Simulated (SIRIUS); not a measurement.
Input of a SIRIUS 7.12.0 run:

The input sirius.json:

```json
{
  "control": {
    "processing_unit": "cpu",
    "verbosity": 2,
    "num_bands_to_print": 35,
    "print_forces": true,
    "print_stress": true
  },
  "parameters": {
    "electronic_structure_method": "pseudopotential",
    "xc_functionals": ["XC_GGA_X_PBE", "XC_GGA_C_PBE"],
    "gk_cutoff": 9.6,
    "pw_cutoff": 19.2,
    "ngridk": [10, 10, 5],
    "shiftk": [0, 0, 0],
    "smearing": "fermi_dirac",
    "smearing_width": 0.0018374661,
    "num_bands": 35,
    "num_mag_dims": 0,
    "num_dft_iter": 100,
    "energy_tol": 1e-08,
    "density_tol": 1e-06
  },
  "iterative_solver": {
    "type": "davidson",
    "min_tolerance": 1e-10
  },
  "mixer": {
    "type": "anderson",
    "beta": 0.7,
    "max_history": 8
  },
  "settings": {
    "tol_ne": 1e-10,
    "pseudo_grid_cutoff": 6.5
  },
  "unit_cell": {
    "lattice_vectors": [
      [4.430746358104, -3.237856741934, 0.0],
      [4.430746358104, 3.237856741934, 0.0],
      [-1.626212046682, 0.0, 9.560949127168]
    ],
    "atom_coordinate_units": "lattice",
    "atom_types": ["Cu", "O"],
    "atom_files": {
      "O": "O.json",
      "Cu": "Cu.json"
    },
    "atoms": {
      "Cu": [
        [0.505702, -0.009996, 0.495236],
        [0.011543, 0.501015, -0.002723]
      ],
      "O": [
        [0.400118, 0.577525, 0.760988],
        [0.576347, 0.414077, 0.25814]
      ]
    }
  }
}
```

Potentials or basis: PseudoDojo 0.4.1 PBE standard (scalar relativistic).

Run with:

```bash
$ upf_to_json O.upf
$ upf_to_json Cu.upf
$ OMP_NUM_THREADS=4 sirius.scf --input=sirius.json --output=out.json --task=0
```

(1) What does it give for the pressure?

(2) Estimate the largest force.

Answers

(1) 6.3 GPa.

(2) 1.592 eV/Å.

Caveat: the run has no spin polarisation, though such a crystal can be magnetic.
